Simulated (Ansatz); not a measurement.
Crystal: SnTe.

```xyz
2
Lattice="0.0000 3.6111 3.6111 3.6111 0.0000 3.6111 3.6111 3.6111 0.0000" Properties=species:S:1:pos:R:3 pbc="T T T"
Te    1.8056    1.8056    1.8056
Sn    0.0000    0.0000    0.0000
```

Measurements of this composition are mostly on another form, of space group No. 225.

| Item | Value |
| --- | --- |
| Program | Ansatz 0.2.0 |
| Task | relaxation of cell and atoms |
| Functional | RPBE |
| Potentials or basis | Ansatz PAW |
| Cutoff | 420 eV (not typed: the program's choice for these potentials) |
| k mesh | 7 × 7 × 7 |
| Occupations | fermi-dirac, width 0.05 eV |
| Spin | no spin polarisation |

At the start: volume 47.09 Å³/atom.

Q: How do energy, volume and symmetry change on relaxing?

A: It ends after 3 steps and the volume is 48.88 Å³/atom (+3.8 %); space group F-43m (No. 216, to 0.05 Å).

The path:
```csv
step,energy change (eV),largest force (eV/Å),volume (Å³)
1,0.0000,0.0000,94.18
2,-0.0104,0.0000,97.76
3,-0.0108,0.0000,97.76
```

Final structure:
```
Te Sn
1.0
     0.00000    3.65636    3.65636
     3.65636    0.00000    3.65636
     3.65636    3.65636    0.00000
Te Sn
1 1
Cartesian
  1.8282 1.8282 1.8282
  0.0000 0.0000 0.0000
```

Caveat: the plane-wave basis is chosen anew once the cell has moved, so the energies of steps on either side of that aren't comparable; the PAW data sets come from PBE, with cores solved anew for the run's functional, which leaves a small shift of forces and pressure.
